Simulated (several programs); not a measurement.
What each method gives for PbS (NiAs type)

PbS built on the NiAs prototype, relaxed with r2SCAN in Ansatz, was computed with several methods. It is hexagonal, P6_3/mmc (No. 194); conventional cell a = 4.123 Å, c = 7.334 Å, 27.00 Å³ an atom. Pb has 6 S at 3.00 Å; S has 6 Pb at 3.00 Å. Computed, not measured; no magnetism was allowed, and whether the structure is a known phase isn't checked.

```yaml
crystal:
  lattice:
    - [4.12345, 0.00000, 0.00000]
    - [-2.06173, 3.57101, 0.00000]
    - [0.00000, 0.00000, 7.33373]
  atoms:
    - { symbol: Pb, position: [0.00000, 0.00000, 0.00000] }
    - { symbol: Pb, position: [0.00000, 0.00000, 0.50000] }
    - { symbol: S, position: [0.33333, 0.66667, 0.25000] }
    - { symbol: S, position: [0.66667, 0.33333, 0.75000] }
```

Gaps and times are for a single point on this cell; volume and bulk modulus come from each method's own relaxation or energy curve at fixed shape, which is too stiff where a cell has free coordinates or axes. Times are rough, from shared hosts (Arm Neoverse V1; Arm Neoverse V2), and each method has its own mesh and cell size. A double dagger marks a value from a curve with shape and coordinates held. PM6 (MOPAC), PM7 (MOPAC), GFN1-xTB (tblite), GFN2-xTB (tblite) treat a cluster of cells at its zone centre, which samples few k points: where these miss a band edge, the gap comes out too large for that reason alone. Gaps from k meshes are read at a limited set of points (mesh, symmetry points, PBE's band edges), so each method's own least gap may be somewhat smaller. xTB and the PM methods were fitted mostly to molecules, and can miss a solid's gap by electronvolts. Minimal bases can be far off for gaps. Times of the plane-wave rungs are withheld (a dash), since they come from other jobs, hosts and meshes; the meshes of hybrids and Hartree-Fock don't converge their gaps to the digits shown. Curves at held shape can't give the bulk modulus of a layered or molecular crystal, so none is listed. d marks a direct gap, i an indirect one (no mark: not told apart), a dash a value that wasn't computed or didn't pass its checks.

| method | kind | gap (eV) | own volume (Å³/atom) | bulk modulus (GPa) | atoms computed | processor time |
| --- | --- | --- | --- | --- | --- | --- |
| PBEsol | semilocal | – | 26.01 | – | 4 | – |
| light PBE (260 eV, its own mesh) | light plane-wave | 0 | – | – | 4 | 1.3 s |
| GFN1-xTB (tblite) | tight binding | 0.10 | – | – | cluster | 1.7 s |
| GFN2-xTB (tblite) | tight binding | 1.06 | – | – | cluster | 3.1 s |
| PBE/SZV (CP2K) | small basis | overlap 0.37 | 25.55‡ | – | 4 | 4.8 s |
| PBE | semilocal | 0.04 d | 27.50 | – | 4 | – |
| PBE/single zeta (GPAW) | small basis | 0 | – | – | 4 | 8.7 s |
| PM7 (MOPAC) | semi-empirical | 6.44 | – | – | cluster | 9.4 s |
| LDA | semilocal | 0.04 i | 25.21 | – | 4 | – |
| PBE/DZVP (CP2K) | small basis | 0.02 | 27.52‡ | – | 4 | 9.8 s |
| PM6 (MOPAC) | semi-empirical | 2.66 | – | – | cluster | 11 s |
| r2SCAN | semilocal | 0.24 d | 27.00 | – | 4 | – |
| PBE+SOC | semilocal | 0.02 | – | – | 4 | – |
| PBE0 | hybrid | 0.90 d | – | – | 4 | – |
| HSE06 | hybrid | 0.33 d | 26.99 | – | 4 | – |

Against HSE06 (0.33 eV) and with closed or daggered gaps left aside, the nearest gap at the points sampled is that of r2SCAN (-0.09 eV) and the farthest that of PM7 (MOPAC) (+6.11 eV). HSE06 is only a yardstick of convenience, and nearness to it can be luck.

Volumes against r2SCAN's: PBEsol -3.7 %, PBE +1.8 %, LDA -6.6 %, HSE06 0.0 %.

Only the rows marked +SOC include spin-orbit coupling.
